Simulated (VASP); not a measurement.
# Y (P6_3/mmc) in VASP: further runs

The runs below take Y through single point, with PBEsol.

Program: VASP 6.6.1. These are calculated values, not measurements. Logs are shortened: lines on timing, memory, paths and dates and some standing lists are left out, and cuts for length are marked.

### Step 1. The structure

It takes space group P6_3/mmc (No. 194, hexagonal). The conventional cell has a = 3.647 Å, b = 3.647 Å, c = 5.731 Å, α = 90.00°, β = 90.00°, γ = 120.00°. Around Y (site symmetry -6m2) lie 12 Y at 3.56 to 3.65 Å.

### Step 2. Single point, PBEsol

Contents of INCAR:

```
SYSTEM = Y
PREC = Accurate ; ENCUT = 450
EDIFF = 1E-6 ; ISMEAR = 1
SIGMA = 0.15 ; LREAL = .FALSE.
LASPH = .TRUE. ; NELM = 100
ALGO = Normal ; ISIF = 2
LWAVE = .FALSE. ; LCHARG = .FALSE.
GGA = PS ; ADDGRID = .FALSE.
```

Contents of KPOINTS:

```
regular mesh
0
G
  12 12 7
  0 0 0
```

Contents of POSCAR:

```
Y
1.0
    3.6474000000      0.0000000000      0.0000000000
   -1.8237000000      3.1587410578      0.0000000000
    0.0000000000      0.0000000000      5.7306000000
Y
2
Direct
    0.6666666667      0.3333333333      0.7500000000
    0.3333333333      0.6666666667      0.2500000000
```

Potentials or basis: VASP PAW PBE potentials, release 64 (Y_sv).

Started as:

```console
cat potpaw_PBE.64/Y_sv/POTCAR > POTCAR
mpirun -np 1 vasp_std > vasp.out
```

OUTCAR:

```text
SYSTEM = Y
   PREC = Accurate
   ENCUT = 450
   EDIFF = 1E-6
   ISMEAR = 1
   LREAL = .FALSE.
   LASPH = .TRUE.
   NELM = 100
   ISIF = 2
   GGA = PS

 Found     76 irreducible k-points:

 Following reciprocal coordinates:
            Coordinates               Weight
  0.000000  0.000000  0.000000      1.000000
  0.083333  0.000000  0.000000      6.000000
  0.166667  0.000000  0.000000      6.000000
  0.250000  0.000000  0.000000      6.000000
  0.333333  0.000000  0.000000      6.000000
  0.416667  0.000000  0.000000      6.000000
   k-points           NKPTS =     76   k-points in BZ     NKDIM =     76   number of bands    NBANDS=     15
   number of dos      NEDOS =    301   number of ions     NIONS =      2
   total plane-waves  NPLWV =  31360
   dimension x,y,z NGX =    28 NGY =   28 NGZ =   40
   dimension x,y,z NGXF=    56 NGYF=   56 NGZF=   80
   ions per type =               2
   NGX,Y,Z   is equivalent  to a cutoff of  12.76, 12.76, 11.60 a.u.
   NGXF,Y,Z  is equivalent  to a cutoff of  25.52, 25.52, 23.21 a.u.
 SYSTEM =  Y
   PREC   = accura    normal or accurate (medium, high low for compatibility)
   ISTART =      0    job   : 0-new  1-cont  2-samecut
   ICHARG =      2    charge: 1-file 2-atom 10-const
   ISPIN  =      1    spin polarized calculation?
   LNONCOLLINEAR =      F non collinear calculations
   LSORBIT =      F    spin-orbit coupling
   LASPH  =      T    aspherical Exc in radial PAW
   ENCUT  =  450.0 eV  33.07 Ry    5.75 a.u.   6.31  6.31  9.91*2*pi/ulx,y,z
   NELM   =    100;   NELMIN=  2; NELMDL= -5     # of ELM steps
   EDIFF  = 0.1E-05   stopping-criterion for ELM
   LREAL  =      F    real-space projection
   EDIFFG = 0.1E-04   stopping-criterion for IOM
   NSW    =      0    number of steps for IOM
   IBRION =     -1    ionic relax: 0-MD 1-quasi-New 2-CG
   NFREE  =      0    steps in history (QN), initial steepest desc. (CG)
   ISIF   =      2    stress and relaxation
   ISYM   =      2    0-nonsym 1-usesym 2-fastsym
   POTIM  = 0.5000    time-step for ionic-motion
   TEBEG  =    0.0;   TEEND  =   0.0 temperature during run
   PSTRESS=    0.0 pullay stress
   NELECT =      22.0000    total number of electrons
   NUPDOWN=      -1.0000    fix difference up-down
   EMIN   =  10.00;   EMAX   =-10.00  energy-range for DOS
   EFERMI =   0.00;   METHOD = LEGACY
   ISMEAR =     1;   SIGMA  =   0.15  broadening in eV -4-tet -1-fermi 0-gaus
   EFERMI_NEDOS =   21; number of points for ismear=-14 and -15
   IALGO  =     38    algorithm
   IMIX   =      4    mixing-type and parameters
     AMIX     =   0.40;   BMIX     =  1.00
     AMIX_MAG =   1.60;   BMIX_MAG =  1.00
  volume/ion in A,a.u.               =      33.01       222.77
  Fermi-wavevector in a.u.,A,eV,Ry     =   1.134967  2.144777 17.526345  1.288150
  Thomas-Fermi vector in A             =   2.271671
   LORBIT       =      0    0 simple, 1 ext, 2 COOP (PROOUT), +10 PAW based schemes
   GGA     = PS    functional components
   LHFCALC =     F    Hartree Fock is set to
   AEXX    =    0.0000 exact exchange contribution
   IVDW    =     0    specifies the selected vdW correction
   LEPSILON=     F    determine dielectric tensor
   LRPA    =     F    only Hartree local field effects (RPA)
 non-spin polarized calculation
 Methfessel and Paxton  Order N= 1 SIGMA  =   0.15
  energy-cutoff  :      450.00
  volume of cell :       66.02
 maximum number of plane-waves:      1446
 NGX is ok and might be reduce to    28
   NGX = 13   NGY = 13   NGZ = 19

 number of electron      22.0000000 magnetization

 Free energy of the ion-electron system (eV)
  ---------------------------------------------------
  ext. energy  EPLUGINS =         0.00000000
  ---------------------------------------------------
  free energy    TOTEN  =       -13.60998016 eV

  energy without entropy =      -13.60657789  energy(sigma->0) =      -13.60884607

 E-fermi :   2.8631     XC(G=0):  -9.5143

 val. band max:        2.8613115241   @ k =   0.2500   0.2500   0.4286
 cond. band min:       2.8652974892   @ k =   0.2500   0.2500   0.2857
 fundamental gap:      0.0039859651
 Fermi energy:         2.8630690530

 k-point     1 :       0.0000    0.0000    0.0000
  band No.  band energies     occupation
      1     -39.7529      2.00000
      2     -39.6808      2.00000
      3     -20.0422      2.00000
      4     -19.5738      2.00000
      5     -19.5738      2.00000
      6     -19.4856      2.00000
      7     -19.4856      2.00000
      8     -19.4507      2.00000
      9      -1.8339      2.00000
     10       0.9923      2.00000
     11       3.7387     -0.00000
     12       4.5953     -0.00000
     13       4.5953     -0.00000
     14       4.8828     -0.00000
     15       5.1924     -0.00000

 k-point     2 :       0.0833    0.0000    0.0000
  band No.  band energies     occupation
      1     -39.7495      2.00000
      2     -39.6796      2.00000
      3     -20.0300      2.00000
      4     -19.5987      2.00000
      5     -19.5823      2.00000
      6     -19.5118      2.00000
      7     -19.4888      2.00000
      8     -19.4564      2.00000
      9      -1.6864      2.00000
     10       1.1319      2.00000
     11       3.5884     -0.00000
     12       4.2394     -0.00000
     13       4.7323     -0.00000
     14       5.0202     -0.00000
     15       5.1530     -0.00000

 k-point     3 :       0.1667    0.0000    0.0000
  band No.  band energies     occupation
      1     -39.7400      2.00000
      2     -39.6764      2.00000
      3     -19.9949      2.00000
      4     -19.6669      2.00000
      5     -19.6047      2.00000
      6     -19.5818      2.00000
      7     -19.4983      2.00000
      8     -19.4737      2.00000
      9      -1.2634      2.00000
     10       1.5049      2.00000
     11       3.2169     -0.00425
     12       3.7014     -0.00000
     13       4.6551     -0.00000
     14       5.0732     -0.00000
     15       5.1359     -0.00000

 k-point     4 :       0.2500    0.0000    0.0000
  band No.  band energies     occupation
      1     -39.7263      2.00000
      2     -39.6727      2.00000
      3     -19.9420      2.00000
      4     -19.7606      2.00000
      5     -19.6738      2.00000
      6     -19.6341      2.00000
      7     -19.5123      2.00000
      8     -19.5021      2.00000
      9      -0.6243      2.00000
     10       1.9227      2.00000
     11       2.7785      1.80637
     12       3.2339     -0.00262
     13       4.3492     -0.00000
     14       4.7281     -0.00000
     15       4.8442     -0.00000

 k-point     5 :       0.3333    0.0000    0.0000
  band No.  band energies     occupation
      1     -39.7116      2.00000
      2     -39.6701      2.00000
      3     -19.8794      2.00000
      4     -19.8544      2.00000
      5     -19.7619      2.00000
      6     -19.6623      2.00000
      7     -19.5402      2.00000
      8     -19.5271      2.00000
      9       0.1257      2.00000
     10       2.0239      2.00000
     11       2.3954      2.00010
     12       2.9782      0.03741
     13       4.4063     -0.00000
     14       4.4608     -0.00000
     15       4.5652     -0.00000

 k-point     6 :       0.4167    0.0000    0.0000
  band No.  band energies     occupation
      1     -39.6992      2.00000
      2     -39.6697      2.00000
      3     -19.9230      2.00000
      4     -19.8244      2.00000
      5     -19.8208      2.00000
      6     -19.6825      2.00000
      7     -19.5807      2.00000
      8     -19.5384      2.00000
      9       0.8212      2.00000
     10       1.8383      2.00000
     11       2.1407      2.00000
     12       2.8259      1.40568
     13       4.2942     -0.00000
     14       4.3853     -0.00000
     15       4.7397     -0.00000

 [... further k-points ...]

------------------------ aborting loop because EDIFF is reached ----------------------------------------

  FORCE on cell =-STRESS in cart. coord.  units (eV):
  Direction    XX          YY          ZZ          XY          YZ          ZX
  --------------------------------------------------------------------------------------
  -------------------------------------------------------------------------------------
  Total       -0.7905881     -0.7905881     -1.0808175      0.0000000      0.0000000      0.0000000
  in kB      -19.1850683    -19.1850683    -26.2280151      0.0000000      0.0000000      0.0000000
  external PRESSURE =     -21.5327173 kB  Pullay stress =       0.0000000 kB

 VOLUME and BASIS-vectors are now :
 -----------------------------------------------------------------------------
  energy-cutoff  :      450.00
  volume of cell :       66.02
      direct lattice vectors                 reciprocal lattice vectors
     3.647400000  0.000000000  0.000000000     0.274167900  0.158290911  0.000000000
    -1.823700000  3.158741058  0.000000000     0.000000000  0.316581822  0.000000000
     0.000000000  0.000000000  5.730600000     0.000000000  0.000000000  0.174501797

 POSITION                                       TOTAL-FORCE (eV/Angst)
 -----------------------------------------------------------------------------------
      1.82370      1.05291      4.29795         0.000000      0.000000      0.000000
     -0.00000      2.10583      1.43265        -0.000000      0.000000      0.000000
 -----------------------------------------------------------------------------------
    total drift:                               -0.000000      0.000000     -0.000000

  FREE ENERGIE OF THE ION-ELECTRON SYSTEM (eV)
  ---------------------------------------------------
  free  energy   TOTEN  =       -13.6099801560 eV

  energy  without entropy=      -13.6065778936  energy(sigma->0) =      -13.60884607
```

Run time: 56 s. Hardware: 1 thread of Intel Xeon Platinum 8488C (Sapphire Rapids), shared host; peak memory 0.22 GiB.

The run converged, but some of its settings lie outside the range that counts as converged, so its numbers aren't taken as properties of the crystal.

What came out:

```yaml
Free_energy: -13.6100 eV
Pressure: -2.2 GPa
Band_gap_on_the_k_mesh: none (metal or under the smearing width)
```

Caveat: the PAW data sets were made with another functional, which shifts forces and pressure a little.

### Step 3. Single point, PBEsol

Contents of INCAR:

```
SYSTEM = Y
PREC = Accurate ; ENCUT = 900
EDIFF = 1E-6 ; ISMEAR = -1
SIGMA = 0.15 ; LREAL = .FALSE.
LASPH = .TRUE. ; NELM = 100
ALGO = Normal ; ISIF = 2
LWAVE = .FALSE. ; LCHARG = .FALSE.
GGA = PS ; ADDGRID = .FALSE.
```

Contents of KPOINTS:

```
regular mesh
0
G
  9 9 5
  0 0 0
```

POSCAR is that of step 2.

Potentials or basis: VASP PAW PBE potentials, release 64 (Y_sv).

Started as:

```console
cat potpaw_PBE.64/Y_sv/POTCAR > POTCAR
mpirun -np 1 vasp_std > vasp.out
```

OUTCAR:

```text
SYSTEM = Y
   PREC = Accurate
   ENCUT = 900
   EDIFF = 1E-6
   ISMEAR = -1
   LREAL = .FALSE.
   LASPH = .TRUE.
   NELM = 100
   ISIF = 2
   GGA = PS

 Found     36 irreducible k-points:

 Following reciprocal coordinates:
            Coordinates               Weight
  0.000000  0.000000  0.000000      1.000000
  0.111111 -0.000000  0.000000      6.000000
  0.222222 -0.000000  0.000000      6.000000
  0.333333 -0.000000  0.000000      6.000000
  0.444444 -0.000000  0.000000      6.000000
[... 185 lines left out ...]
------------------------ aborting loop because EDIFF is reached ----------------------------------------

  FORCE on cell =-STRESS in cart. coord.  units (eV):
  Direction    XX          YY          ZZ          XY          YZ          ZX
  --------------------------------------------------------------------------------------
  -------------------------------------------------------------------------------------
  Total       -0.7871761     -0.7871761     -0.8311629      0.0000000      0.0000000      0.0000000
  in kB      -19.1022691    -19.1022691    -20.1696902      0.0000000      0.0000000      0.0000000
  external PRESSURE =     -19.4580761 kB  Pullay stress =       0.0000000 kB

 VOLUME and BASIS-vectors are now :
 -----------------------------------------------------------------------------
  energy-cutoff  :      900.00
  volume of cell :       66.02
      direct lattice vectors                 reciprocal lattice vectors
     3.647400000  0.000000000  0.000000000     0.274167900  0.158290911  0.000000000
    -1.823700000  3.158741058  0.000000000     0.000000000  0.316581822  0.000000000
     0.000000000  0.000000000  5.730600000     0.000000000  0.000000000  0.174501797

 POSITION                                       TOTAL-FORCE (eV/Angst)
 -----------------------------------------------------------------------------------
      1.82370      1.05291      4.29795         0.000000     -0.000000      0.000000
     -0.00000      2.10583      1.43265        -0.000000      0.000000      0.000000
 -----------------------------------------------------------------------------------
    total drift:                               -0.000000      0.000000     -0.000000

  FREE ENERGIE OF THE ION-ELECTRON SYSTEM (eV)
  ---------------------------------------------------
  free  energy   TOTEN  =       -13.7498663710 eV

  energy  without entropy=      -13.4967781743  energy(sigma->0) =      -13.62332227
```

It took 69 s on 1 thread of Intel Xeon Platinum 8488C (Sapphire Rapids), shared host; peak memory 0.31 GiB.

These settings aren't checked as converged: the numbers below hold their error.

What came out:

```yaml
Free_energy: -13.7499 eV
Pressure: -1.9 GPa
Band_gap_on_the_k_mesh: none (metal or under the smearing width)
```

Caveat: the PAW data sets were made with another functional, which shifts forces and pressure a little.

### Step 4. Single point, PBEsol

Changes to INCAR since step 3:

```diff
@@ -1,3 +1,3 @@
 SYSTEM = Y
-PREC = Accurate ; ENCUT = 900
+PREC = Accurate ; ENCUT = 550
 EDIFF = 1E-6 ; ISMEAR = -1
```

Contents of KPOINTS:

```
regular mesh
0
G
  12 12 7
  0 0 0
```

POSCAR is that of step 3.

Started as:

```console
cat potpaw_PBE.64/Y_sv/POTCAR > POTCAR
mpirun -np 1 vasp_std > vasp.out
```

Run time: 66 s. Hardware: 1 thread of Intel Xeon Platinum 8488C (Sapphire Rapids), shared host; peak memory 0.24 GiB.

These settings aren't checked as converged: the numbers below hold their error.

What came out:

```
Free energy            : -13.7497 eV
Pressure               : -2.0 GPa
Band gap on the k mesh : none (metal or under the smearing width)
```

Caveat: the PAW data sets were made with another functional, which shifts forces and pressure a little.

### Step 5. The reference run

An earlier run on the cell as given: functional PBE; potentials or basis VASP PAW PBE potentials, release 64 (Y_sv); cutoff 520 eV; k mesh 8 × 8 × 5; occupations fermi-dirac, width 0.05 eV; no spin polarisation.

* Pressure: -0.2 GPa
* Band gap on the k mesh: none (metal or under the smearing width)
